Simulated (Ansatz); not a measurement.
**BN: a tetragonal deformation path**

An exercise on one series of results from a longer session: the logs are not shown, and one member is left open.

Program: Ansatz 0.2.0. Level of theory: DFT r2SCAN, scalar-relativistic, plane waves, PAW. These are calculated values, not measurements.

### The structure to begin with

The structure is cubic, space group F-43m (No. 216). Conventional cell: a = 3.626 Å, b = 3.626 Å, c = 3.626 Å, α = 90.00°, β = 90.00°, γ = 90.00°. Around B (site symmetry -43m) lie 4 N at 1.57 Å. N (site symmetry -43m) is surrounded by 4 B at 1.57 Å.

As a file:

```
B N
1.0
     0.00000    1.81300    1.81300
     1.81300    0.00000    1.81300
     1.81300    1.81300    0.00000
B N
1 1
Direct
  0.00000 0.00000 0.00000
  0.75000 0.75000 0.75000
```

It goes back to an entry of the Materials Project.

No relaxation comes first: the listed cell is the starting point.

Set-up of the first run:

input.yaml

```yaml
crystal:
  lattice:
    - [0.0, 1.813001, 1.813001]
    - [1.813001, 0.0, 1.813001]
    - [1.813001, 1.813001, 0.0]
  atoms:
    - { symbol: B, position: [0.0, 0.0, 0.0] }
    - { symbol: "N", position: [0.75, 0.75, 0.75] }
basis:
  ecutwfc: 500
kpoints:
  mp_grid: { grid: [12, 12, 12] }
hamiltonian:
  xc: r2scan
scf:
  occupations: { method: gaussian, width: 0.05 }
output:
  forces: true
  stress: true
  eigenvalues: true
```

The run is started by

```
> ansatz run input.yaml --threads 1 --pin off --max-ram 2560MiB --backend cpu --events-out ev --progress --plain --runs-dir out
```

Steps of the session up to this table: Zero of the scan; ρ = 0.707; Point ρ = 1.414; At ρ = 0.850; At ρ = 1.200; ρ = 0.780; Point ρ = 1.300; Point ρ = 0.920; Point ρ = 1.100; At ρ = 0.650; ρ = 1.500; ρ = 0.960; Point ρ = 1.050.

One table of the session follows, with a row left open; its other results are not shown here.

It belongs to the step «The scan collected». 

```
    ρ  ΔE (meV/atom)  pressure (GPa)  gap on the mesh (eV)
0.650         1007.7           -10.2                  0.33
0.707          691.0            -8.6                  1.35
0.780          385.1            -6.8                  1.82
0.850          178.7            -5.7                  2.60
0.920           50.8            -5.3                  3.61
0.960           12.7            -5.2                  4.27
1.000            0.0            -5.2                  4.99
1.050           19.7            -5.2                  4.54
1.100           78.5            -5.1                  4.11
1.200          308.8            -4.5                  3.29
1.300          678.3            -2.8                  2.41
1.414              ?               ?                     ?
1.500         1770.7             4.7                  0.20
```

Estimate the missing values for ρ = 1.414.

Worked estimate for «ΔE (meV/atom)». A straight line through the neighbours (1.300, 678.3) and (1.500, 1770.7) gives 678.3 + (1770.7 − 678.3) × (1.414 − 1.300) / (1.500 − 1.300) = 1301.0; a parabola fitted to 3 rows on both sides gives 1243.2.

As computed: ΔE (meV/atom): 1249.4; pressure (GPa): 0.7; gap on the mesh (eV): 1.30. In «ΔE (meV/atom)» the line misses by +51.6 and the parabola by -6.2.
